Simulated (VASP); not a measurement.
# Bi (C2/m) in VASP: notebook

The runs below take Bi through single point, with PBE.

All numbers are computed with VASP 6.6.1; they aren't measurements. Logs are shortened: lines on timing, memory, paths and dates and some standing lists are left out, and cuts for length are marked.

## 1. The crystal as given

Symmetry: C2/m, No. 12, monoclinic system. The conventional cell has a = 6.977 Å, b = 6.265 Å, c = 3.359 Å, α = 90.00°, β = 112.04°, γ = 90.00°. Bi (site symmetry m) has 6 Bi at 3.21 to 3.45 Å as nearest neighbours.

This isn't the form of Bi at room conditions, which is rhombohedral.

## 2. Single point, PBE

The input, INCAR:

```
SYSTEM = Bi
ADDGRID = .False.
ALGO = Normal
EDIFF = 1E-6
ENCUT = 400
GGA = PE
ISIF = 2
ISMEAR = 1
LASPH = .True.
LCHARG = .False.
LREAL = .False.
LWAVE = .False.
NBANDS = 22
NELM = 100
PREC = Accurate
SIGMA = 0.15
```

The input, KPOINTS:

```
k-points
0
Gamma
  3 3 3
  0 0 0
```

The input, POSCAR:

```
Bi
1.0
    3.4885980000     -3.1325780000      0.0000000000
    3.4885980000      3.1325780000      0.0000000000
   -1.2602350000      0.0000000000      3.1135500000
Bi
2
Direct
    0.7530610000      0.7530610000      0.8573820000
    0.2469390000      0.2469390000      0.1426180000
```

Potentials or basis: VASP PAW PBE potentials, release 64 (Bi_d).

On the command line:

```bash
$ cat potpaw_PBE.64/Bi_d/POTCAR > POTCAR
$ mpirun -np 1 vasp_std > vasp.out
```

OUTCAR:

```text
SYSTEM = Bi
   EDIFF = 1E-6
   ENCUT = 400
   GGA = PE
   ISIF = 2
   ISMEAR = 1
   LASPH = .True.
   LREAL = .False.
   NELM = 100
   PREC = Accurate

 Found     10 irreducible k-points:

 Following reciprocal coordinates:
            Coordinates               Weight
  0.000000  0.000000  0.000000      1.000000
  0.333333  0.000000  0.000000      4.000000
  0.333333  0.333333  0.000000      2.000000
 -0.333333  0.333333  0.000000      2.000000
  0.000000  0.000000  0.333333      2.000000
  0.333333  0.000000  0.333333      4.000000
   k-points           NKPTS =     10   k-points in BZ     NKDIM =     10   number of bands    NBANDS=     22
   number of dos      NEDOS =    301   number of ions     NIONS =      2
   total plane-waves  NPLWV =  24576
   dimension x,y,z NGX =    32 NGY =   32 NGZ =   24
   dimension x,y,z NGXF=    64 NGYF=   64 NGZF=   48
   ions per type =               2
   NGX,Y,Z   is equivalent  to a cutoff of  11.35, 11.35, 11.88 a.u.
   NGXF,Y,Z  is equivalent  to a cutoff of  22.69, 22.69, 23.76 a.u.
 SYSTEM =  Bi
   PREC   = accura    normal or accurate (medium, high low for compatibility)
   ISTART =      0    job   : 0-new  1-cont  2-samecut
   ICHARG =      2    charge: 1-file 2-atom 10-const
   ISPIN  =      1    spin polarized calculation?
   LNONCOLLINEAR =      F non collinear calculations
   LSORBIT =      F    spin-orbit coupling
   LASPH  =      T    aspherical Exc in radial PAW
   ENCUT  =  400.0 eV  29.40 Ry    5.42 a.u.   7.65  7.65  5.48*2*pi/ulx,y,z
   NELM   =    100;   NELMIN=  2; NELMDL= -5     # of ELM steps
   EDIFF  = 0.1E-05   stopping-criterion for ELM
   LREAL  =      F    real-space projection
   EDIFFG = 0.1E-04   stopping-criterion for IOM
   NSW    =      0    number of steps for IOM
   IBRION =     -1    ionic relax: 0-MD 1-quasi-New 2-CG
   NFREE  =      0    steps in history (QN), initial steepest desc. (CG)
   ISIF   =      2    stress and relaxation
   ISYM   =      2    0-nonsym 1-usesym 2-fastsym
   POTIM  = 0.5000    time-step for ionic-motion
   TEBEG  =    0.0;   TEEND  =   0.0 temperature during run
   PSTRESS=    0.0 pullay stress
   NELECT =      30.0000    total number of electrons
   NUPDOWN=      -1.0000    fix difference up-down
   EMIN   =  10.00;   EMAX   =-10.00  energy-range for DOS
   EFERMI =   0.00;   METHOD = LEGACY
   ISMEAR =     1;   SIGMA  =   0.15  broadening in eV -4-tet -1-fermi 0-gaus
   EFERMI_NEDOS =   21; number of points for ismear=-14 and -15
   IALGO  =     38    algorithm
   IMIX   =      4    mixing-type and parameters
     AMIX     =   0.40;   BMIX     =  1.00
     AMIX_MAG =   1.60;   BMIX_MAG =  1.00
  volume/ion in A,a.u.               =      34.03       229.62
  Fermi-wavevector in a.u.,A,eV,Ry     =   1.245955  2.354514 21.121737  1.552404
  Thomas-Fermi vector in A             =   2.380154
   LORBIT       =      0    0 simple, 1 ext, 2 COOP (PROOUT), +10 PAW based schemes
   GGA     = PE    functional components
   LHFCALC =     F    Hartree Fock is set to
   AEXX    =    0.0000 exact exchange contribution
   IVDW    =     0    specifies the selected vdW correction
   LEPSILON=     F    determine dielectric tensor
   LRPA    =     F    only Hartree local field effects (RPA)
 non-spin polarized calculation
 Methfessel and Paxton  Order N= 1 SIGMA  =   0.15
  energy-cutoff  :      400.00
  volume of cell :       68.05
 maximum number of plane-waves:      1249
 NGX is ok and might be reduce to    30
   NGX = 15   NGY = 15   NGZ = 11

 number of electron      29.9999997 magnetization

 Free energy of the ion-electron system (eV)
  ---------------------------------------------------
  ext. energy  EPLUGINS =         0.00000000
  ---------------------------------------------------
  free energy    TOTEN  =        -8.03299246 eV

  energy without entropy =       -8.03091307  energy(sigma->0) =       -8.03229933

 E-fermi :   6.4528     XC(G=0):  -9.7909

 val. band max:        6.4499735475   @ k =  -0.3333  -0.3333   0.3333
 cond. band min:       6.7111464974   @ k =   0.0000   0.0000   0.3333
 fundamental gap:      0.2611729499
 Fermi energy:         6.4528285430

 k-point     1 :       0.0000    0.0000    0.0000
  band No.  band energies     occupation
      1     -16.2676      2.00000
      2     -16.1703      2.00000
      3     -16.1671      2.00000
      4     -16.1213      2.00000
      5     -16.0310      2.00000
      6     -16.0194      2.00000
[... 14 lines left out ...]
     21      14.9726      0.00000
     22      15.5037      0.00000

 k-point     2 :       0.3333    0.0000    0.0000
  band No.  band energies     occupation
      1     -16.2057      2.00000
      2     -16.1725      2.00000
      3     -16.1384      2.00000
      4     -16.1287      2.00000
      5     -16.0618      2.00000
      6     -16.0439      2.00000
[... 14 lines left out ...]
     21      15.8478      0.00000
     22      16.9666      0.00000

 k-point     3 :       0.3333    0.3333    0.0000
  band No.  band energies     occupation
      1     -16.1903      2.00000
      2     -16.1812      2.00000
      3     -16.1071      2.00000
      4     -16.0982      2.00000
      5     -16.0591      2.00000
      6     -16.0536      2.00000
[... 14 lines left out ...]
     21      16.0622      0.00000
     22      17.2180      0.00000

 k-point     4 :      -0.3333    0.3333    0.0000
  band No.  band energies     occupation
      1     -16.2019      2.00000
      2     -16.1693      2.00000
      3     -16.1312      2.00000
      4     -16.1011      2.00000
      5     -16.0653      2.00000
      6     -16.0394      2.00000
[... 14 lines left out ...]
     21      15.8719      0.00000
     22      15.9413      0.00000

 k-point     5 :       0.0000    0.0000    0.3333
  band No.  band energies     occupation
      1     -16.2248      2.00000
      2     -16.1415      2.00000
      3     -16.0882      2.00000
      4     -16.0736      2.00000
      5     -16.0576      2.00000
      6     -16.0516      2.00000
[... 14 lines left out ...]
     21      14.2436      0.00000
     22      15.5884      0.00000

 k-point     6 :       0.3333    0.0000    0.3333
  band No.  band energies     occupation
      1     -16.1913      2.00000
      2     -16.1290      2.00000
      3     -16.1091      2.00000
      4     -16.0884      2.00000
      5     -16.0698      2.00000
      6     -16.0479      2.00000
[... 14 lines left out ...]
     21      15.1914      0.00000
     22      15.9744      0.00000

 [... further k-points ...]
[... 5 lines left out ...]
  --------------------------------------------------------------------------------------
  -------------------------------------------------------------------------------------
  Total       -0.7557627     -0.9660233      0.0984635      0.0000000      0.0000000     -1.5953264
  in kB      -17.7933357    -22.7436158      2.3181805      0.0000000      0.0000000    -37.5596450
  external PRESSURE =     -12.7395903 kB  Pullay stress =       0.0000000 kB

 VOLUME and BASIS-vectors are now :
 -----------------------------------------------------------------------------
  energy-cutoff  :      400.00
  volume of cell :       68.05
      direct lattice vectors                 reciprocal lattice vectors
     3.488598000 -3.132578000  0.000000000     0.143324052 -0.159612945  0.058011590
     3.488598000  3.132578000  0.000000000     0.143324052  0.159612945  0.058011590
    -1.260235000  0.000000000  3.113550000     0.000000000  0.000000000  0.321176792

 POSITION                                       TOTAL-FORCE (eV/Angst)
 -----------------------------------------------------------------------------------
      4.17375      0.00000      2.66950         0.021540      0.000000     -0.020917
      1.54321      0.00000      0.44405        -0.021540      0.000000      0.020917
 -----------------------------------------------------------------------------------
    total drift:                               -0.000000      0.000000      0.000000

  FREE ENERGIE OF THE ION-ELECTRON SYSTEM (eV)
  ---------------------------------------------------
  free  energy   TOTEN  =        -8.0329924575 eV

  energy  without entropy=       -8.0309130743  energy(sigma->0) =       -8.03229933
```

Wall time 5.7 s (1 thread of Intel Xeon 6975P-C (Granite Rapids), shared host); peak memory 0.15 GiB.

These settings aren't checked as converged: the numbers below hold their error.

What came out:

```
Free energy            : -8.0330 eV
Pressure               : -1.3 GPa
Largest force          : 0.030 eV/Å
Band gap on the k mesh : none (metal or under the smearing width)
```

Caveat: the k mesh is coarse (spacing up to 0.67 Å⁻¹), so the values aren't converged; spin-orbit coupling is left out, which moves the levels of the heavy elements.

## 3. Single point, PBE

INCAR, as its differences from that of step 2:

```diff
@@ -4,3 +4,3 @@
 EDIFF = 1E-6
-ENCUT = 400
+ENCUT = 340
 GGA = PE
```

The input, KPOINTS:

```
k-points
0
Gamma
  3 3 4
  0 0 0
```

POSCAR is that of step 2.

Potentials or basis: VASP PAW PBE potentials, release 64 (Bi_d).

On the command line:

```bash
$ cat potpaw_PBE.64/Bi_d/POTCAR > POTCAR
$ mpirun -np 1 vasp_std > vasp.out
```

Run time: 4.9 s. Hardware: 1 thread of Intel Xeon 6975P-C (Granite Rapids), shared host; peak memory 0.13 GiB.

These settings aren't checked as converged: the numbers below hold their error.

Results:

```
Free energy            : -7.4852 eV
Pressure               : -0.1 GPa
Largest force          : 0.055 eV/Å
Band gap on the k mesh : none (metal or under the smearing width)
```

Caveat: the k mesh is coarse (spacing up to 0.50 Å⁻¹), so the values aren't converged; spin-orbit coupling is left out, which moves the levels of the heavy elements.

## 4. Single point, PBE

INCAR, as its differences from that of step 3:

```diff
@@ -4,3 +4,3 @@
 EDIFF = 1E-6
-ENCUT = 340
+ENCUT = 460
 GGA = PE
```

The input, KPOINTS:

```
k-points
0
Gamma
  3 3 3
  0 0 0
```

POSCAR is that of step 3.

Potentials or basis: VASP PAW PBE potentials, release 64 (Bi_d).

On the command line:

```bash
$ cat potpaw_PBE.64/Bi_d/POTCAR > POTCAR
$ mpirun -np 1 vasp_std > vasp.out
```

OUTCAR:

```text
SYSTEM = Bi
   EDIFF = 1E-6
   ENCUT = 460
   GGA = PE
   ISIF = 2
   ISMEAR = 1
   LASPH = .True.
   LREAL = .False.
   NELM = 100
   PREC = Accurate

 Found     10 irreducible k-points:

 Following reciprocal coordinates:
            Coordinates               Weight
  0.000000  0.000000  0.000000      1.000000
  0.333333  0.000000  0.000000      4.000000
  0.333333  0.333333  0.000000      2.000000
 -0.333333  0.333333  0.000000      2.000000
  0.000000  0.000000  0.333333      2.000000
  0.333333  0.000000  0.333333      4.000000
[... 82 lines left out ...]
      6     -16.0203      2.00000
[... 139 lines left out ...]
     21      15.1913      0.00000
     22      15.9743      0.00000

 [... further k-points ...]
[... 5 lines left out ...]
  --------------------------------------------------------------------------------------
  -------------------------------------------------------------------------------------
  Total       -0.7099691     -0.9211412      0.1425132      0.0000000      0.0000000     -1.5949446
  in kB      -16.7151914    -21.6869318      3.3552667      0.0000000      0.0000000    -37.5506553
  external PRESSURE =     -11.6822855 kB  Pullay stress =       0.0000000 kB

 VOLUME and BASIS-vectors are now :
 -----------------------------------------------------------------------------
  energy-cutoff  :      460.00
  volume of cell :       68.05
      direct lattice vectors                 reciprocal lattice vectors
     3.488598000 -3.132578000  0.000000000     0.143324052 -0.159612945  0.058011590
     3.488598000  3.132578000  0.000000000     0.143324052  0.159612945  0.058011590
    -1.260235000  0.000000000  3.113550000     0.000000000  0.000000000  0.321176792

 POSITION                                       TOTAL-FORCE (eV/Angst)
 -----------------------------------------------------------------------------------
      4.17375      0.00000      2.66950         0.021533      0.000000     -0.021135
      1.54321      0.00000      0.44405        -0.021533      0.000000      0.021135
 -----------------------------------------------------------------------------------
    total drift:                               -0.000000      0.000000      0.000000

  FREE ENERGIE OF THE ION-ELECTRON SYSTEM (eV)
  ---------------------------------------------------
  free  energy   TOTEN  =        -8.0337930302 eV

  energy  without entropy=       -8.0317134556  energy(sigma->0) =       -8.03309984
```

It took 6.1 s on 1 thread of Intel Xeon 6975P-C (Granite Rapids), shared host; peak memory 0.17 GiB.

The run converged, but some of its settings lie outside the range that counts as converged, so its numbers aren't taken as properties of the crystal.

What came out:

```
Free energy            : -8.0338 eV
Pressure               : -1.2 GPa
Largest force          : 0.030 eV/Å
Band gap on the k mesh : none (metal or under the smearing width)
```

Caveat: the k mesh is coarse (spacing up to 0.67 Å⁻¹), so the values aren't converged; spin-orbit coupling is left out, which moves the levels of the heavy elements.

## 5. Single point, PBE

INCAR, as its differences from that of step 4:

```diff
@@ -4,3 +4,3 @@
 EDIFF = 1E-6
-ENCUT = 460
+ENCUT = 400
 GGA = PE
```

The input, KPOINTS:

```
k-points
0
Gamma
  3 3 4
  0 0 0
```

POSCAR is that of step 4.

On the command line:

```bash
$ cat potpaw_PBE.64/Bi_d/POTCAR > POTCAR
$ mpirun -np 1 vasp_std > vasp.out
```

Run time: 4.9 s. Hardware: 1 thread of Intel Xeon 6975P-C (Granite Rapids), shared host; peak memory 0.15 GiB.

The run converged, but some of its settings lie outside the range that counts as converged, so its numbers aren't taken as properties of the crystal.

What came out:

| Property | Result |
| --- | --- |
| Free energy | -7.4896 eV |
| Pressure | 0.4 GPa |
| Largest force | 0.055 eV/Å |
| Band gap on the k mesh | none (metal or under the smearing width) |

Caveat: the k mesh is coarse (spacing up to 0.50 Å⁻¹), so the values aren't converged; spin-orbit coupling is left out, which moves the levels of the heavy elements.
